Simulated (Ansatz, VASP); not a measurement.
One calculation of GaAs, two programs

```
Ga As
1.0
     0.00000    2.73845    3.01230
     2.73845    0.00000    3.01230
     2.73845    2.73845    0.00000
Ga As
1 1
Direct
  0.00000 0.00000 0.00000
  0.75000 0.75000 0.75000
```

Alike in both runs: task single point; functional PBE; k mesh 8 × 8 × 8; occupations gaussian, width 0.05 eV; no spin polarisation.

|  | VASP | Ansatz |
| --- | --- | --- |
| version | VASP 6.6.1 | Ansatz 0.2.0 |
| potentials or method | VASP PAW PBE potentials, release 64 (Ga_d, As) | scalar-relativistic, plane waves, PAW |
| plane-wave cutoff (eV) | 520 | 420 |
| valence electrons in the cell | 18 | 28 |

```tsv
	VASP	Ansatz	Ansatz less VASP
gap on the k mesh at the Fermi level (eV)	0.23	0.23	-0.004
least direct gap on the mesh (eV)	0.23	0.23	-0.004
pressure (GPa)	3.3	3.2	-0.17
largest component of the traceless stress (GPa)	4.45	4.46	+0.011
```

The two sets of potentials don't hold the same shells in valence.
